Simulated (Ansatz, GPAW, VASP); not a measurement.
One calculation of CdTe, 3 ways

```
Te Cd
1.0
     0.00000    3.20500    3.20500
     3.20500    0.00000    3.20500
     3.20500    3.20500    0.00000
Te Cd
1 1
Direct
  0.75000 0.75000 0.75000
  0.00000 0.00000 0.00000
```

Alike in all runs: task single point; functional LDA; k mesh 7 × 7 × 7; occupations gaussian, width 0.05 eV; no spin polarisation; no spin-orbit coupling. LDA stands for any of its common fits. Pressure is positive in compression and, in plane waves, holds the error of the finite cutoff.

```
                                                    program and potentials  plane-wave cutoff (eV)  notes  pressure (GPa)
                            Ansatz, all-electron LAPW, scalar-relativistic                       -      -           -0.01
GPAW, the program's PAW data sets (release 1.2.1) made for this functional                     600      -           -0.45
                                        VASP, LDA PAW files Cd, Te, 520 eV                     520      -            0.25
```

The pressure spans -0.45 (GPAW, the program's PAW data sets (release 1.2.1) made for this functional) to 0.25 GPa (VASP, LDA PAW files Cd, Te, 520 eV), with all-electron results at -0.01.

The functional is the same throughout but for its coding, so the spread measures potentials, basis and numerics; runs on potential files found faulty are left out.
